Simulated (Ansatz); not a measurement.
## Cu under changes of volume

One of the cells (11.436 Å³/atom); the others are scaled copies at fixed shape and fractional positions:

```xyz
2
Lattice="2.5341 0.0000 0.0000 -1.2670 2.1946 0.0000 0.0000 0.0000 4.1126" Properties=species:S:1:pos:R:3 pbc="T T T"
Cu    1.2670    0.7315    3.0844
Cu    0.0000    1.4631    1.0281
```

This isn't the form of Cu at room conditions, which is fcc.

| Quantity | Value |
| --- | --- |
| Program | Ansatz 0.2.0 |
| Functional | PBEsol |
| Potentials or basis | Ansatz PAW |
| Cutoff | 420 eV (not typed: the program's choice for these potentials) |
| k mesh | 12 × 12 × 7 |
| Occupations | fermi-dirac, width 0.05 eV |
| Spin | no spin polarisation |

```tsv
volume (Å³/atom)	energy over the lowest point (meV/atom)	pressure (GPa)
10.749	16.95	10.1
10.978	5.76	5.8
11.207	0.32	2.0
11.436	0.00	-1.4
11.664	4.23	-4.4
11.893	?	?
12.122	24.35	-9.4
```

What does the run at 11.893 Å³/atom give?

Energy over the lowest point 12.50 meV/atom; pressure -7.1 GPa.

Worked out: A Birch-Murnaghan fit of order 3 (a polynomial in V^(-2/3)) to the other rows has its minimum at 11.34 Å³/atom with B0 = V·E''(V) = 166 GPa and B' = 4.8 at fixed shape and positions, which overstates the stiffness. It gives 12.49 meV/atom at 11.893 Å³/atom, against the run's 12.50, and -dE/dV = -7.1 GPa, against -7.1.

Energies are extrapolated to zero smearing.

Caveats: the PAW data sets come from PBE, with cores solved anew for the run's functional, which leaves a small shift of forces and pressure.
